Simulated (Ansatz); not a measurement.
## V: pressure against volume per atom

Results calculated with Ansatz 0.2.0, not measured. Periodic Kohn-Sham DFT of a crystal at fixed atoms; pressure and stress are positive in compression; the energy is the free energy less that of spherical unpolarised free atoms; site moments are those in the method's own spheres, positive along +z.

Cell of the first row (space group P6_3/mmc, No. 194):
```
cell vectors (Å)
   2.5596     0.0000     0.0000
  -1.2798     2.2167     0.0000
   0.0000     0.0000     4.5930
atoms (fractions of the cell vectors)
V   0.33333  0.66667  0.25000
V   0.66667  0.33333  0.75000
```

Settings of every row: method frozen-core PAW; functional PBE; relativity scalar; k mesh 18x18x10; filling fermi-dirac; smearing width 0.08 eV; wave cutoff 420 eV; paw set soft_2.

Atom:
```csv
element,start moment (bohr magneton)
V,1.5
V,1.5
```

Limits: the cell comes from a prototype or a list of computed structures and needn't be the stable phase.

```csv
row,volume per atom (Å³),pressure (GPa)
1,13.03,?
2,13.439,5.57
3,13.855,-0.006
4,14.27,-4.819
5,14.686,-8.969
```

Cell moment is 0 bohr magneton in every row.

Question: what pressure should row 1 give?

Worked fit of pressure. Take u = (V_r/V)^(2/3) − 1 with V_r = 14.062 Å³ an atom, which is twice the finite (Eulerian) strain; such expansions in the strain, on which the Birch-Murnaghan equation of state is built, carry the rest volume and the bulk modulus. The shown rows have u = 0.03067, 0.00994, -0.00974, -0.02853. Least squares give pressure = −2.496 + 244.302 × u + 609.84 × u² GPa; a straight line predicts inner rows, each left out in turn, worse (root mean square 0.34 against 0.0031 GPa). The rows lie off it by 0.000, 0.001, -0.001, 0.001. The pressure vanishes at u = 0.0100, or V = 13.85 Å³ an atom, and there the bulk modulus at fixed shape and fractions is B = −V dP/dV = (2/3)(1 + u) dP/du = 173 GPa. Letting shape and atoms relax would as a rule lower it, by much in layered, chain or molecular crystals. The withheld row has u = 0.05213, so the fit gives −2.496 + 244.302 × (0.05213) + 609.84 × (0.05213)² = 11.897 GPa.

The calculation gave 11.911 GPa. The fit lies 0.014 GPa (0.067 % of the column's range) below it; its largest miss of a shown row is 0.001 GPa. This row lies beyond the range of the fit.
